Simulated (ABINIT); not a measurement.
A run of ABINIT 10.8.3 (patched build) is set up as follows.

Contents of run.abi:

```
pp_dirpath "./"
pseudos "Te.upf, Sn.upf"

acell 4.455974803 4.455974803 4.455974803 Angstrom
rprim
     0.0000000000     0.7071067812     0.7071067812
     0.7071067812     0.0000000000     0.7071067812
     0.7071067812     0.7071067812     0.0000000000
ntypat 2
znucl 52 50
natom 2
typat 1 2
xred
     0.5000000000     0.5000000000     0.5000000000
     0.0000000000     0.0000000000     0.0000000000

ecut 40.0

kptopt 1
ngkpt 7 7 7
nshiftk 1
shiftk 0.0 0.0 0.0

ixc -116133

nband 19
occopt 3
tsmear 0.00183747

nstep 100
tolvrs 1.0e-10

iomode 3
prtwf 0
prtden 0
prteig 0
prtebands 0
enunit 1
```

Potentials or basis: PseudoDojo NC SR PBEsol v0.4.1 standard.

Command:

```sh
$ abinit run.abi > log 2>&1
```

Question: What does it give for the pressure?

Answer: -0.3 GPa.

Caveat: this odd mesh misses L, where the gap lies, so gap, dielectric constants and Born charges aren't listed. Spin-orbit coupling is left out, which matters for the levels of Te.
